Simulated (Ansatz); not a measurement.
**AlN (wurtzite) under strain**

AlN in the wurtzite structure, relaxed with r2SCAN in Ansatz 0.2.0. Space group P6_3mc (No. 186), hexagonal; conventional cell a = 3.107 Å, c = 4.979 Å, 10.40 Å³ an atom. Al is surrounded by 4 N at 1.89–1.90 Å; N is surrounded by 4 Al at 1.89–1.90 Å.

The axes x, y and z are those of this cell:
```xyz
4
Lattice="3.1067 0.0000 0.0000 -1.5533 2.6905 0.0000 0.0000 0.0000 4.9786" Properties=species:S:1:pos:R:3 pbc="T T T"
Al    0.0000    1.7937   -0.0164
Al    1.5533    0.8968    2.4729
N     0.0000    1.7937    1.8834
N     1.5533    0.8968    4.3727
```

Unstrained: With PBE the gap is 4.232 eV and direct, at Γ. The r2SCAN gap is direct at Γ: 4.880 eV. HSE06 gives a direct gap of 5.599 eV at Γ. Meshes: PBE 12×12×6, r2SCAN 12×12×6, HSE06 6×6×4. Strains are changes of length per length. After each strain the atoms were relaxed again with r2SCAN within the symmetry that the strain leaves, so tilts or polar shifts that break it weren't tested; points keep the names that they have in the unstrained zone. Calculated for a static, non-magnetic cell.

Changes of the least gap in eV (an overlap counts as a negative gap):
```json
{"strain": "uniaxial -4.0 % along z", "volume change (%)": "-4.0", "space group": "P6_3mc", "PBE": "+0.103", "r2SCAN": "+0.106", "HSE06": "+0.128", "G0W0@PBE (mesh)": "+0.13", "energy rise, r2SCAN (meV/atom)": "19.7"}
{"strain": "uniaxial -3.0 % along z", "volume change (%)": "-3.0", "space group": "P6_3mc", "PBE": "+0.085", "r2SCAN": "+0.088", "HSE06": "+0.105", "G0W0@PBE (mesh)": "+0.11", "energy rise, r2SCAN (meV/atom)": "11.1"}
{"strain": "uniaxial -2.0 % along z", "volume change (%)": "-2.0", "space group": "P6_3mc", "PBE": "+0.063", "r2SCAN": "+0.065", "HSE06": "+0.076", "G0W0@PBE (mesh)": "+0.08", "energy rise, r2SCAN (meV/atom)": "5.0"}
{"strain": "uniaxial -1.0 % along z", "volume change (%)": "-1.0", "space group": "P6_3mc", "PBE": "+0.035", "r2SCAN": "+0.036", "HSE06": "+0.042", "G0W0@PBE (mesh)": "+0.04", "energy rise, r2SCAN (meV/atom)": "1.2"}
{"strain": "uniaxial +1.0 % along z", "volume change (%)": "+1.0", "space group": "P6_3mc", "PBE": "-0.039", "r2SCAN": "-0.041", "HSE06": "-0.047", "G0W0@PBE (mesh)": "-0.05", "energy rise, r2SCAN (meV/atom)": "1.3"}
{"strain": "uniaxial +2.0 % along z", "volume change (%)": "+2.0", "space group": "P6_3mc", "PBE": "-0.083", "r2SCAN": "-0.088", "HSE06": "-0.101", "G0W0@PBE (mesh)": "-0.11", "energy rise, r2SCAN (meV/atom)": "5.0"}
{"strain": "uniaxial +3.0 % along z", "volume change (%)": "+3.0", "space group": "P6_3mc", "PBE": "-0.172", "r2SCAN": "-0.176", "HSE06": "-0.179", "G0W0@PBE (mesh)": "-0.19", "energy rise, r2SCAN (meV/atom)": "11.2"}
{"strain": "uniaxial +4.0 % along z", "volume change (%)": "+4.0", "space group": "P6_3mc", "PBE": "-0.303", "r2SCAN": "-0.313", "HSE06": "-0.320", "G0W0@PBE (mesh)": "-0.34", "energy rise, r2SCAN (meV/atom)": "19.8"}
```
Unstrained, G0W0@PBE with 173 empty bands, a screening cutoff of 150 eV and a 6×6×4 mesh gives 5.89 eV on its mesh; the band count follows the volume. The G0W0 figures hold for the stated bands, cutoff and mesh and aren't extrapolated.

Uniaxial -4.0 % along z, other directions held. HSE06: the gap goes from 5.599 to 5.727 eV (+0.128 eV); with r2SCAN the top three valence levels at Γ, grouped 1+2 from the top over 223 meV, become 1+2 over 618 meV. Stress change with r2SCAN, compression positive: xx +5.24, yy +5.24, zz +14.94 GPa.

Uniaxial -3.0 % along z, other directions held. HSE06: the gap goes from 5.599 to 5.704 eV (+0.105 eV); with r2SCAN the top three valence levels at Γ, grouped 1+2 from the top over 223 meV, become 1+2 over 514 meV. Stress change with r2SCAN, compression positive: xx +3.72, yy +3.72, zz +11.35 GPa.

Uniaxial -2.0 % along z, other directions held. HSE06: the gap goes from 5.599 to 5.675 eV (+0.076 eV); with r2SCAN the top three valence levels at Γ, grouped 1+2 from the top over 223 meV, become 1+2 over 413 meV. Stress change with r2SCAN, compression positive: xx +2.35, yy +2.35, zz +7.64 GPa.

Uniaxial -1.0 % along z, other directions held. HSE06: the gap goes from 5.599 to 5.641 eV (+0.042 eV); with r2SCAN the top three valence levels at Γ, grouped 1+2 from the top over 223 meV, become 1+2 over 315 meV. Stress change with r2SCAN, compression positive: xx +1.10, yy +1.10, zz +3.85 GPa.

Uniaxial +1.0 % along z, other directions held. HSE06: the gap goes from 5.599 to 5.552 eV (-0.047 eV); with r2SCAN the top three valence levels at Γ, grouped 1+2 from the top over 223 meV, become 1+2 over 133 meV. Stress change with r2SCAN, compression positive: xx -0.99, yy -0.99, zz -3.85 GPa.

Uniaxial +2.0 % along z, other directions held. HSE06: the gap goes from 5.599 to 5.498 eV (-0.101 eV); with r2SCAN the top three valence levels at Γ, grouped 1+2 from the top over 223 meV, become 1+2 over 47 meV. Stress change with r2SCAN, compression positive: xx -1.89, yy -1.89, zz -7.64 GPa.

Uniaxial +3.0 % along z, other directions held. HSE06: the gap goes from 5.599 to 5.420 eV (-0.179 eV); with r2SCAN the top three valence levels at Γ, grouped 1+2 from the top over 223 meV, become 2+1 over 32 meV. Stress change with r2SCAN, compression positive: xx -2.66, yy -2.66, zz -11.44 GPa.

Uniaxial +4.0 % along z, other directions held. HSE06: the gap goes from 5.599 to 5.279 eV (-0.320 eV). Stress change with r2SCAN, compression positive: xx -3.35, yy -3.35, zz -15.11 GPa.

The meshes of the hybrids are coarse, so their gaps aren't converged to the digits shown.

The splittings at Γ are without spin-orbit coupling, which regroups them where it is of like size or larger.
